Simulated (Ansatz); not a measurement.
Runs of Ansatz 0.2.0 on Ta2C. Symmetry: P-3m1, No. 164, trigonal system. The conventional cell has a = 3.106 Å, b = 3.106 Å, c = 4.946 Å, α = 90.00°, β = 90.00°, γ = 120.00°. Ta (site symmetry 3m) is surrounded by 3 C at 2.18 Å. C (site symmetry -3m) has 6 Ta at 2.18 Å as nearest neighbours. 

```tsv
task	level	spin	k mesh	cutoff (eV)	points for each segment of the path	gap on the mesh (eV)	pressure (GPa)	V0 of scaled cells (Å³/atom)	B0 (GPa)	largest force (eV/Å)
phonons	PBEsol	off	8 × 8 × 6	420	-	none	-	-	-	-
equation of state	r2SCAN	off	10 × 10 × 6	500	-	-	-	13.83	(a)	-
band structure	PBEsol	SOC, no magnetisation	10 × 10 × 6	420	14	none	-3.5	-	-	0.04
band structure	r2SCAN	off	10 × 10 × 6	500	14	none	(b)	-	-	0.25
equation of state	LDA	off	10 × 10 × 6	420	-	-	-	13.38	(c)	-
band structure	LDA	off	10 × 10 × 6	420	14	none	-8.3	-	-	0.13
```

Alike in all rows: potentials or basis Ansatz PAW; cell as given; smearing fermi-dirac 0.05 eV.

Task: Fill in the values left out.

Result: (a) 288; (b) 1.1; (c) 302.

Caveats: the PAW data sets come from PBE, with cores solved anew for the run's functional, which leaves a small shift of forces and pressure (some runs); the cell was scaled at fixed shape and fractional positions, which overstates the stiffness of a crystal with free parameters, most of all of layers and chains (some runs); spin-orbit coupling is left out, which moves the levels of the heavy elements (some runs); the PAW data sets were made with another functional, which shifts forces and pressure a little (some runs).

A k mesh can miss the band edges, and rows without SOC leave out spin-orbit coupling on Ta.

A gap of «none» marks a metal or a gap under the smearing width.
